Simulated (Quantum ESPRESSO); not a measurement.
**TePb: equation of state with PBE+D3(BJ)**

TePb:

```
CELL_PARAMETERS angstrom
0.00000 3.23100 3.23100
3.23100 0.00000 3.23100
3.23100 3.23100 0.00000
ATOMIC_POSITIONS crystal
Pb 0.00000 0.00000 0.00000
Te 0.50000 0.50000 0.50000
```

```json
{
  "Program": "Quantum ESPRESSO 7.5",
  "Task": "equation of state",
  "Functional": "PBE",
  "Dispersion": "D3(BJ)",
  "Potentials or basis": "PseudoDojo 0.4.1 SR PBE standard",
  "Cutoff": "1088 eV",
  "Density cutoff": "4354 eV",
  "k mesh": "7 × 7 × 7",
  "Occupations": "fermi-dirac, width 0.05 eV",
  "Spin": "no spin polarisation",
  "Mixing beta": "0.5",
  "Most SCF iterations": "120",
  "SCF threshold": "4e-10 Ry"
}
```

The equilibrium volume is 33.99 Å³/atom and the bulk modulus is 41 GPa. The pressure derivative of the bulk modulus is 6.3 (rough: it moves with the points fitted).

Energy against volume, from the lowest point:
```tsv
volume (Å³/atom)	energy (meV/atom)
31.706	22.98
32.380	10.81
33.055	3.31
33.730	0.00
34.404	0.42
35.079	4.04
35.753	10.12
```

All runs of the series together: 4.7 min on 1 thread of Arm Neoverse V1, with other jobs on the host.

 Zero-point motion and thermal expansion aren't in these numbers.
